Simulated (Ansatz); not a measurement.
**What a change of settings does: HfN**

First run: DFT, LDA, all-electron LAPW, scalar-relativistic (Ansatz 0.2.0).

Command: `ansatz run input.yaml --threads 1 --pin off --max-ram 2048MiB --backend cpu --events-out ev --progress --plain --runs-dir out` It took 44 s on 1 thread of Arm Neoverse V2 (shared host), peak memory 0.38 GiB.

```yaml
crystal:
  lattice:
    - [0.0, 2.256, 2.256]
    - [2.256, 0.0, 2.256]
    - [2.256, 2.256, 0.0]
  atoms:
    - { symbol: Hf, position: [0.025, 0.025, -0.025] }
    - { symbol: "N", position: [0.475, 0.475, 0.525] }
kpoints:
  mp_grid: { grid: [9, 9, 9] }
scf:
  occupations: { method: fermi_dirac, width: 0.03 }
hamiltonian:
  xc: lda
  pseudopotentials: { kind: all_electron, lapw: { basis_error: 0.001 } }
output:
  forces: true
  stress: true
  eigenvalues: true
  populations: true
```

The cell is entry 1539404 of the Crystallography Open Database, unrelaxed.

This run: one bond, the shortest of the undistorted cell, set to 2.482 Å.

It converges in 10 SCF iterations at a pressure of -1.33 GPa, largest force 2.787 eV/Å.

The input is then changed:

```diff
 scf:
-  occupations: { method: fermi_dirac, width: 0.03 }
+  occupations: { method: methfessel_paxton, width: 0.01 }
 hamiltonian:
```

Q: What does the second run give?

A: It converges in 8 SCF iterations at a pressure of -1.30 GPa, largest force 2.795 eV/Å, free energy +0.9 meV/atom against the first run's. Results part of its log:
```
SCF 1 converged in 8 iterations: F = -411489.574771 eV  dr2 = 3.38e-8
SCF converged after 8 iterations
Stability not checked: this state was not tested for a lower state beside it, because cold or Methfessel-Paxton smearing, or corrected tetrahedra, fill the levels in a way that the test cannot read (fill_not_monotonic; see scf.lower_state_search)
Free energy (F): -411489.574771 eV
Harris-Foulkes:  -411489.574771 eV  (|F-HF|=4.45e-8)
Internal energy: -411489.574751 eV  (E = F + TS)
E sigma→0 (E₀):  -411489.574766 eV
Entropy (-TS):   -0.000020 eV (-0.010 meV/atom)
Fermi energy:    23.828109 eV
--- Per-component energies (eV) ---
  E_band       = -5350.562356
  E_kinetic    = 457563.239353
  E_xc         = -8348.969013
  E_electrostatic = -860703.845091  (all electrons and nuclei)
  E_smearing   = -0.000020  (= −TS)
  E_closure    = 0.000000  (closes the sum)
  E_atoms      = -411468.675594  (free atoms, spherical and without spin; not in F)
  Σ components = -411489.574771   (vs F -411489.574771, Δ=0.00e0)
[... lines left out ...]
  atom   1  Hf    -0.00000000     0.00000000    -2.79456743
  atom   2  N      0.00000000     0.00000000     2.79469994
  max |Σ_I F_I| component: 1.33e-4 eV/Å
--- Stress (GPa, compression-positive) ---
       -8.612074       0.000000       0.000000
        0.000000      -8.612074       0.000000
        0.000000       0.000000      13.313990
  P = ⅓ Tr σ = -1.3034 GPa (-13.034 kbar)
--- Band table (eV; the first three rows and the last of 75) ---
  k-point 0: bands = ["-482.0859", "-350.3692", "-349.2551", "-349.2549", "-349.2549", "-177.6374", "-177.6357", "-177.6357", "-177.6333", "-177.6328", "-38.6667", "-7.1461", "-7.0719", "-7.0719", "6.6193", "11.3460", "11.3460", "11.3518", "11.3788", "11.4790", "11.4826", "11.4826", "20.3433", "20.3433", "20.4150", "23.5667", "24.3597", "24.3597", "25.7449", "25.8727", "26.8896"]
  k-point 1: bands = ["-482.0859", "-350.3692", "-349.2551", "-349.2549", "-349.2549", "-177.6374", "-177.6357", "-177.6357", "-177.6333", "-177.6328", "-38.6593", "-7.2393", "-7.1171", "-7.0831", "6.8976", "11.3450", "11.3561", "11.3671", "11.3852", "11.4708", "11.4736", "11.4820", "19.2680", "19.9384", "20.3268", "23.6270", "24.3097", "24.3358", "26.5951", "26.9481", "27.7944"]
  k-point 2: bands = ["-482.0859", "-350.3692", "-349.2551", "-349.2549", "-349.2549", "-177.6374", "-177.6357", "-177.6357", "-177.6333", "-177.6328", "-38.6405", "-7.5393", "-7.1525", "-7.1114", "7.6149", "11.3566", "11.3820", "11.3999", "11.4091", "11.4503", "11.4524", "11.4828", "17.7157", "19.0598", "19.3474", "24.0580", "24.9656", "24.9986", "28.2059", "28.8980", "29.5505"]
  k-point 74: bands = ["-482.0859", "-350.3692", "-349.2551", "-349.2549", "-349.2549", "-177.6374", "-177.6357", "-177.6357", "-177.6333", "-177.6328", "-38.5816", "-7.9689", "-7.4512", "-7.3803", "7.9214", "11.3944", "11.4008", "11.4083", "11.4266", "11.4423", "11.4499", "11.4592", "18.6781", "19.1238", "19.9683", "21.2742", "28.1048", "28.6330", "29.1837", "29.7667", "31.2604"]
--- Löwdin populations: 2 sites ---
  site symbol       q [e]
     0     Hf     71.3207
     1      N      7.6280
  spilling = 0.000650 (of n_electrons = 79.000000)
```
